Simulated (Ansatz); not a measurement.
## WSe₂: a sublattice moved along a line

Method: DFT PBEsol, scalar-relativistic, plane waves, PAW (Ansatz). Settings: plane waves to 420 eV, k-mesh 12×12×2 (Γ-centred), Gaussian smearing 0.05 eV. Spin–orbit coupling is left out, which matters for the heavy elements here. No spin polarisation. Energies are free energies at this smearing, counted from the undisturbed cell; pressure is positive in compression.

Reference structure (relaxed at this level; this form isn't the usual structure):

```
W Se
1.0
     3.27025    0.00000    0.00000
    -1.63513    2.83212    0.00000
     0.00000    0.00000   16.66122
W Se
1 2
Cartesian
  -1.6351 2.8321 0.0000
  0.0000 1.8881 1.6728
  0.0000 1.8881 14.9884
```

The cell holds layers and no dispersion correction was added, so their binding is poorly described.

Every W atom is moved by x along the Cartesian unit vector (0.000, 0.000, 1.000); the cell and all other atoms stay fixed.

| x (Å) | ΔE (meV/cell) | force along x on the moved atoms (eV/Å) | pressure (GPa) | gap on the mesh (eV) |
| --- | --- | --- | --- | --- |
| -0.1000 | 148.3 | 2.96 | 0.3 | 1.63 |
| -0.0500 | 37.1 | 1.48 | 0.1 | 1.67 |
| 0.0000 | 0.0 | 0.00 | 0.0 | 1.69 |
| 0.0125 | 2.3 | -0.37 | 0.0 | 1.69 |
| 0.0250 | ? | -0.74 | 0.0 | 1.68 |
| 0.0375 | 20.9 | -1.11 | 0.0 | 1.68 |
| 0.0625 | ? | -1.85 | ? | 1.66 |
| 0.0750 | 83.5 | -2.22 | 0.2 | 1.65 |
| 0.0875 | 113.6 | -2.59 | 0.3 | 1.64 |

By symmetry 0.1000 repeats -0.1000, -0.0750 repeats 0.0750, 0.0500 repeats -0.0500, -0.0250 repeats 0.0250 in energy, with the opposite slope along the path.

**Question.** Give the withheld values.

**Answer.** ΔE (meV/cell) at x (Å) = 0.0250: 9.3; ΔE (meV/cell) at x (Å) = 0.0625: 58.0; pressure (GPa) at x (Å) = 0.0625: 0.1.